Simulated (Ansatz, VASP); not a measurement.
**Two plane-wave programs on Cr**

File INCAR:

```
PREC     = Accurate       # precision mode
ENCUT    = 520            # plane-wave cutoff, eV
EDIFF    = 1E-6           # SCF threshold, eV
ISMEAR   = -1             # smearing method
SIGMA    = 0.05           # smearing width, eV
LREAL    = False          # projectors in reciprocal space
LASPH    = True           # aspherical terms in the spheres
NELM     = 150            # most SCF steps
ALGO     = Normal         # electronic algorithm
ISIF     = 2              # what is computed and relaxed
LWAVE    = False          # write WAVECAR
LCHARG   = True           # write CHGCAR
ISPIN    = 2              # spin polarisation
MAGMOM   = 3 3            # initial moments
LORBIT   = 11             # projections on sites
LMAXMIX  = 4              # l up to which the mixer works
GGA      = PS             # functional
LELF     = True           # ELF
LVHAR    = True         
NBANDS   = 23             # bands
```

The input KPOINTS:

```
regular mesh
0
Gamma
  11 11 6
```

File POSCAR:

```
Cr
1.0
    2.7140000000      0.0000000000      0.0000000000
   -1.3570000000      2.3503929459      0.0000000000
    0.0000000000      0.0000000000      4.4100000000
Cr
2
Direct
    0.6666666667      0.3333333333      0.7500000000
    0.3333333333      0.6666666667      0.2500000000
```

Contents of input.yaml:

```yaml
crystal:
  lattice:
    - [2.714, 0.0, 0.0]
    - [-1.357, 2.3503929459, 0.0]
    - [0.0, 0.0, 4.41]
  atoms:
    - { symbol: Cr, position: [0.6666666667, 0.3333333333, 0.75], spin: 3.0 }
    - { symbol: Cr, position: [0.3333333333, 0.6666666667, 0.25], spin: 3.0 }
hamiltonian:
  xc: pbesol
  pseudopotentials: { kind: paw }
magnetization:
  spin_polarized: true
kpoints:
  mp_grid: { grid: [11, 11, 6] }
scf:
  occupations: { method: fermi_dirac, width: 0.05 }
output:
  forces: true
  stress: true
  eigenvalues: true
```

This isn't the form of Cr at room conditions, which is bcc.

Alike in both runs: task single point; functional PBEsol; k mesh 11 × 11 × 6; occupations fermi-dirac, width 0.05 eV; collinear spin.

|  | VASP | Ansatz |
| --- | --- | --- |
| version | VASP 6.6.1 | Ansatz 0.2.0 |
| potentials or method | VASP PAW PBE potentials, release 64 (Cr_pv) | Ansatz PAW |
| plane-wave cutoff (eV) | 520 | 420 |
| valence electrons in the cell | 24 | 28 |

Ansatz gave:

| Item | Value |
| --- | --- |
| gap on the k mesh at the Fermi level (eV) | none |
| net moment per atom (μB) | 0.82 |
| size of the moment on the site where the two differ most (μB) | 0.75 |

Problem. What did VASP give for the same quantities?

Solution. gap on the k mesh at the Fermi level (eV): none; net moment per atom (μB): 0.84; size of the moment on the site where the two differ most (μB): 0.78.

Site moments also hang on the region over which each program counts them. A gap of «none» marks a metal or a gap that the smearing closes. The functional is the same, so the differences come from potentials, cutoffs and numerics. The two sets of potentials don't hold the same shells in valence.
